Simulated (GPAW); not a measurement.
A run of GPAW 26.7.0 is set up as follows.

File run.py:

```python
from ase import Atoms
from ase.dft.bandgap import bandgap
from ase.io import write
from ase.units import GPa
from gpaw import GPAW, PW

atoms = Atoms(['Sr', 'Cl', 'Cl'],
              cell=[[0.0, 3.48835, 3.48835],
                    [3.48835, 0.0, 3.48835],
                    [3.48835, 3.48835, 0.0]],
              scaled_positions=[[0.0, 0.0, 0.0],
                                [0.75, 0.75, 0.75],
                                [0.25, 0.25, 0.25]],
              pbc=True)

calc = GPAW(mode=PW(450),
            xc='PBE',
            kpts={'size': (5, 5, 5), 'gamma': True},
            occupations={'name': 'fermi-dirac', 'width': 0.05},
            nbands=22,
            maxiter=120,
            txt='gpaw.txt')
atoms.calc = calc
energy = atoms.get_potential_energy()
forces = atoms.get_forces()
stress = atoms.get_stress()
calc.write('gs.gpw')
write('result.traj', atoms)
print(f'Energy: {energy:.6f} eV')
print('Forces (eV/A):')
print(forces.round(4))
print('Stress (GPa):', (stress / GPa).round(3))
print('Fermi level:', round(calc.get_fermi_level(), 4), 'eV')
print(f'Gap: {bandgap(calc)[0]:.4f} eV, direct: {bandgap(calc, direct=True)[0]:.4f} eV')
```

Potentials or basis: GPAW PAW data sets (gpaw-data 1.2.1), pw.

The run is started by

```console
$ OMP_NUM_THREADS=1 python run.py
```

Q: What does it give for the band gap on the k mesh?

A: 5.42 eV, indirect (least direct gap 5.68 eV).

Q: Predict the pressure.

A: 0.8 GPa.

Caveat: the cutoff is short for stress and forces, so pressures can be off by a GPa or more; an odd mesh through Γ misses points on the zone boundary, where band edges often lie.
